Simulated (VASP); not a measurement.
Set up this calculation in VASP 6.6.1, as the native input.

```yaml
Task: relaxation of cell and atoms
Functional: LDA
Potentials_or_basis: VASP PAW LDA potentials, release 64 (Na_pv, I)
Cutoff: 600 eV
k_mesh: 8 × 8 × 8
Occupations: gaussian, width 0.03 eV
Spin: no spin polarisation
Further_INCAR_settings: ALGO = Normal; EDIFF = 1e-06; IBRION = 2; EDIFFG = -0.01; NSW = 90; ISIF = 3
```

The structure of NaI lies in POSCAR:

```
NaI
1.0
    0.0000000000      3.2364000000      3.2364000000
    3.2364000000      0.0000000000      3.2364000000
    3.2364000000      3.2364000000      0.0000000000
Na I
1 1
Direct
    0.0000000000      0.0000000000      0.0000000000
    0.5000000000      0.5000000000      0.5000000000
```

The input as run:

INCAR

```
SYSTEM = NaI
ALGO     = Normal         ! electronic algorithm
EDIFF    = 1E-6           ! SCF threshold, eV
EDIFFG   = -0.01          ! ionic threshold
ENCUT    = 600            ! plane-wave cutoff, eV
GGA      = CA             ! functional
IBRION   = 2              ! ionic algorithm
ISIF     = 3              ! what is computed and relaxed
ISMEAR   = 0              ! smearing method
LASPH    = .TRUE.         ! aspherical terms in the spheres
LCHARG   = .FALSE.        ! write CHGCAR
LREAL    = .FALSE.        ! projectors in reciprocal space
LWAVE    = .FALSE.        ! write WAVECAR
NELM     = 80             ! most SCF steps
NSW      = 90             ! ionic steps
PREC     = Accurate       ! precision mode
SIGMA    = 0.03           ! smearing width, eV
```

KPOINTS

```
k-points
0
G
  8 8 8
  0 0 0
```

Potentials or basis: VASP PAW LDA potentials, release 64 (Na_pv, I).

Launch:

```sh
$ cat potpaw_LDA.64/Na_pv/POTCAR potpaw_LDA.64/I/POTCAR > POTCAR
$ mpirun -np 1 vasp_std > vasp.out
```

It gave:

```json
{"Relaxed volume": "30.68 Å³/atom", "Relaxed cell": "a = 4.427 Å, b = 4.427 Å, c = 4.427 Å, α = 60.00°, β = 60.00°, γ = 60.00°", "Space group after relaxing (to 0.05 Å)": "Fm-3m (No. 225)", "Energy gained by relaxing": "17.8 meV/atom", "Ionic steps": "4", "Pressure after relaxing": "0.0 GPa", "Band gap on the k mesh": "3.63 eV, direct"}
```

Caveat: spin-orbit coupling is left out, which moves the levels of the heavy elements.

It took 46 s on 1 thread of AMD EPYC 9R45 (Zen 5), with other jobs on the host, peak memory 0.18 GiB.
